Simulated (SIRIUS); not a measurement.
Crystal: LiH.

```
Li H
1.0
     0.00000    2.03675    2.03675
     2.03675    0.00000    2.03675
     2.03675    2.03675    0.00000
Li H
1 1
Direct
  0.00000 0.00000 0.00000
  0.50000 0.50000 0.50000
```

Base run:

| Property | Result |
| --- | --- |
| Program | SIRIUS 7.12.0 |
| Functional | PBEsol |
| Potentials or basis | PseudoDojo 0.4.1 PBE standard (scalar relativistic) |
| Cutoff | 1030 eV |
| Density cutoff | 4119 eV |
| k mesh | 11 × 11 × 11 |
| Occupations | fermi-dirac, width 0.05 eV |
| Spin | no spin polarisation |

Its results: band gap on the k mesh 2.99 eV; pressure -2.2 GPa.

Q: The run is repeated on the same cell with these changes: functional from PBEsol to LDA; libxc names from ["XC_GGA_X_PBE_SOL", "XC_GGA_C_PBE_SOL"] to ["XC_LDA_X", "XC_LDA_C_PW"]. What comes out?

A: Band gap on the k mesh 2.87 eV; pressure -4.0 GPa.

Caveats: the potentials were made for another functional, which shifts forces and pressure; the mesh misses the band edges, which the band path finds closer together.

Not every run made on this cell is shown here.
